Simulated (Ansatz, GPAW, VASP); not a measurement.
**One calculation of InAs, 3 ways**

```
In As
1.0
     0.00000    3.01800    3.01800
     3.01800    0.00000    3.01800
     3.01800    3.01800    0.00000
In As
1 1
Direct
  0.00000 0.00000 0.00000
  0.75000 0.75000 0.75000
```

Alike in all runs: task single point; functional PBE; k mesh 8 × 8 × 8; occupations gaussian, width 0.022 eV; no spin polarisation; no spin-orbit coupling. A missing gap at this level doesn't show that the real crystal is a metal. Pressure is positive in compression and, in plane waves, holds the error of the finite cutoff.

| program and potentials | plane-wave cutoff (eV) | notes | band gap (eV) | pressure (GPa) |
| --- | --- | --- | --- | --- |
| VASP, PBE PAW files As, In_d, 520 eV | 520 | - | no gap | 4.36 |
| GPAW, GPAW PAW data sets (gpaw-data 1.2.1) | 600 | - | no gap | 4.04 |
| Ansatz, all-electron LAPW, scalar-relativistic | - | - | no gap | 4.30 |

None finds a gap. The pressure spans 4.04 (GPAW, GPAW PAW data sets (gpaw-data 1.2.1)) to 4.36 GPa (VASP, PBE PAW files As, In_d, 520 eV), with all-electron results at 4.30.

The functional is the same throughout but for its coding, so the spread measures potentials, basis and numerics; runs on potential files found faulty are left out.

InAs is a narrow direct-gap semiconductor, so the missing gap is an error, and its recurrence in the all-electron run points to the functional rather than the potentials. PBE places the conduction minimum at Γ, an antibonding state of largely In 5s and As 4s character, too low against the As 4p valence top. In 4d states bound too weakly probably add to this by pushing the valence top up through p–d repulsion. Spin-orbit coupling would raise the valence top further, so leaving it out doesn't explain the closure.

The positive pressure in every run means that the cell is smaller than PBE prefers. As the cell is close to the experimental one, this fits the functional's usual underbinding of heavier semiconductors. Compression normally widens the direct gap of such a crystal by raising the antibonding s state, so relaxing the cell with PBE would be expected to deepen the band overlap, not cure it. Whether the s-like state actually lies below the p-like states at Γ can't be read from a missing gap alone.
